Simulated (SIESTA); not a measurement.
A run of SIESTA 5.4.2:

Contents of Ru.fdf:

```
SystemName                      Ruthenium
SystemLabel                     Ru
NumberOfSpecies                 1
NumberOfAtoms                   2
%block ChemicalSpeciesLabel
  1  44 Ru
%endblock ChemicalSpeciesLabel

LatticeConstant                 1.0 Ang
%block LatticeVectors
     2.7058000000     0.0000000000     0.0000000000
    -1.3529000000     2.3432915376     0.0000000000
     0.0000000000     0.0000000000     4.2819000000
%endblock LatticeVectors
AtomicCoordinatesFormat         Fractional
%block AtomicCoordinatesAndAtomicSpecies
     0.6666666667     0.3333333333     0.7500000000  1  Ru
     0.3333333333     0.6666666667     0.2500000000  1  Ru
%endblock AtomicCoordinatesAndAtomicSpecies

%block kgrid.MonkhorstPack
   11   0   0  0.0
    0  11   0  0.0
    0   0   6  0.0
%endblock kgrid.MonkhorstPack
XC.Functional                   GGA
XC.Authors                      PBE
PAO.BasisSize                   DZP
PAO.EnergyShift                 0.003 Ry
Mesh.Cutoff                     800 Ry
OccupationFunction              FD
ElectronicTemperature           0.05 eV
MaxSCFIterations                120
SCF.MustConverge                false
SCF.Mixer.Method                Pulay
SCF.Mixer.Weight                0.25
SCF.Mixer.History               8
SCF.DM.Tolerance                5.0e-05
SCF.H.Tolerance                 1.0e-03 eV
WriteForces                     true
Charge.Mulliken                 end
BandLinesScale                  ReciprocalLatticeVectors
%block BandLines
    1    0.000000   0.000000   0.000000  \Gamma
   11    0.500000   0.000000   0.000000  M
    6    0.333333   0.333333   0.000000  K
   13    0.000000   0.000000   0.000000  \Gamma
    6    0.000000   0.000000   0.500000  A
   11    0.500000   0.000000   0.500000  L
    6    0.333333   0.333333   0.500000  H
   13    0.000000   0.000000   0.500000  A
    1    0.500000   0.000000   0.500000  L
    6    0.500000   0.000000   0.000000  M
    1    0.333333   0.333333   0.000000  K
    6    0.333333   0.333333   0.500000  H
%endblock BandLines
%block PAO.Basis
  Ru 5
  n=4 0 2
    2.997 0.000
  n=5 0 2
    8.634 0.000
  n=4 1 2
    3.435 0.000
  n=5 1 1
    8.634
  n=4 2 2
    5.937 0.000
%endblock PAO.Basis
```

Potentials or basis: PseudoDojo 0.4 standard (PBE files), DZP (energy shift 0.003 Ry; two zetas on semicore shells).

Launch:

```console
$ siesta Ru.fdf > Ru.out 2>&1
```

Hardware: 1 thread of Intel(R) Xeon(R) Processor @ 2.50GHz (Skylake/Cascade Lake), with other jobs on the host.

Task: How long does it take, and how much memory?

Result: Wall time 2.7 min on 1 thread of Intel(R) Xeon(R) Processor @ 2.50GHz (Skylake/Cascade Lake) (shared host), peak memory 0.33 GiB. Counts: scf iterations 8, k points 369, bands 46.
